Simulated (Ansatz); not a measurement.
Reaction (hydrogen abstraction from a B–H bond): `NBS` + `F[C](F)F`• → `N[B]S`• + `FC(F)F`

Calculated with Ansatz (gas phase, PBE0-D4/def2-TZVP geometries, no zero-point term in ΔE). CCSD(T)/CBS adds triple-zeta CCSD(T) − MP2 to the extrapolated MP2 energy (def2 sets, frozen cores). This one scheme is used for every species. DFT in def2-TZVPP. No spin–orbit coupling; open shells (•) take unrestricted orbitals. Each species was taken in one conformer, which may not be the lowest.

`NBS`:

Cartesian coordinates in Å:
```
N 1.139 -0.284 0.106
B -0.236 -0.200 -0.091
S -1.098 1.374 0.191
H 1.717 0.484 0.403
H 1.645 -1.139 -0.042
H -0.846 -1.162 -0.445
H -2.322 0.928 -0.122
```

`F[C](F)F`•:

Z-matrix (Å, degrees):
```
C
F 1 1.313
F 1 1.313 2 111.4
F 1 1.313 2 111.4 3 125.1
```

`N[B]S`•:

Z-matrix (Å, degrees):
```
N
B 1 1.380
H 1 1.005 2 122.5
H 1 1.010 2 124.0 3 -180.0
S 2 1.779 1 132.0 3 180.0
H 5 1.355 2 100.0 1 0.0
```

`FC(F)F`:

Z-matrix (Å, degrees):
```
C
F 1 1.331
F 1 1.331 2 108.5
F 1 1.331 2 108.5 3 -117.7
H 1 1.093 2 110.4 3 121.1
```

```json
{"level": "PBE-D4", "ΔE (eV)": "-0.05"}
{"level": "HF/def2-TZVPP", "ΔE (eV)": "0.01"}
{"level": "MP2/def2-TZVPP", "ΔE (eV)": "-0.11"}
{"level": "MP2/def2-QZVPP", "ΔE (eV)": "-0.11"}
```

(1) What does CCSD(T)/CBS give? (An estimate is asked.)

Largest T1 diagnostic among the species: 0.014.

## Answers

(1) The calculation gave: -0.09 eV. The listed levels differ from it by 0.04, 0.10, -0.02, -0.02 eV.

In def2-TZVPP, CCSD(T) changes the Hartree–Fock value by −0.09 eV (the triples alone add −0.00 eV) and MP2 by −0.12 eV.

CCSD(T)/CBS has its own doubt, a few kJ/mol and more with outer-core shells, so smaller differences from it don't rank the levels.
